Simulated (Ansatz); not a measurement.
Squeezing and stretching SrTiO₃

Reference cell: an entry of the Crystallography Open Database (COD), whose atoms a relaxation with PBE at fixed cell left in place.

```cif
data_structure
_symmetry_space_group_name_H-M 'P 1'
_symmetry_Int_Tables_number 1
_cell_length_a 3.9050
_cell_length_b 3.9050
_cell_length_c 3.9050
_cell_angle_alpha 90.000
_cell_angle_beta 90.000
_cell_angle_gamma 90.000
_cell_volume 59.55
loop_
_atom_site_label
_atom_site_type_symbol
_atom_site_fract_x
_atom_site_fract_y
_atom_site_fract_z
_atom_site_occupancy
Sr1 Sr 0.00000 0.00000 0.00000 1
Ti2 Ti 0.50000 0.50000 0.50000 1
O3 O 0.00000 0.50000 0.50000 1
O4 O 0.50000 0.00000 0.50000 1
O5 O 0.50000 0.50000 0.00000 1
```

Atoms are numbered from 1 in the order listed; like atoms form one site, named after its first atom.

Level of theory: DFT, PBE, plane waves and PAW, scalar-relativistic, 420 eV cutoff, Γ-centred 8×8×8 k-points, Fermi–Dirac smearing 0.02 eV (Ansatz 0.2.0).

The cell is scaled uniformly, and the ions relax again at each size.

| V/V₀ | pressure (GPa) | gap on the k-mesh (eV) |
| --- | --- | --- |
| 0.94 | ? | ? |
| 0.96 | 12.7 | 1.96 |
| 0.98 | 8.3 | 1.93 |
| 1.00 | 4.3 | 1.89 |
| 1.02 | 0.7 | 1.85 |
| 1.04 | -2.5 | 1.81 |
| 1.06 | -5.4 | 1.77 |

(1) Estimate the row at V/V₀ = 0.94 and the bulk modulus.

## Answers

(1) pressure (GPa): 17.7; gap on the k-mesh (eV): 2.00. Worked: a parabola in ln(V/V₀) through the other 6 rows gives 17.6 GPa there. It crosses zero pressure at V/V₀ = 1.024, the equilibrium volume of this functional, where the bulk modulus is B = −dP/d ln V = 171 GPa. The gap falls as the cell grows, by 0.019 eV per per cent of volume.

This high-symmetry form of SrTiO3 is unstable when cold, to tilts of the octahedra. The symmetry of the cell holds that distortion back, wholly or in part, and it would change the field gradients, the more the larger the distortion.
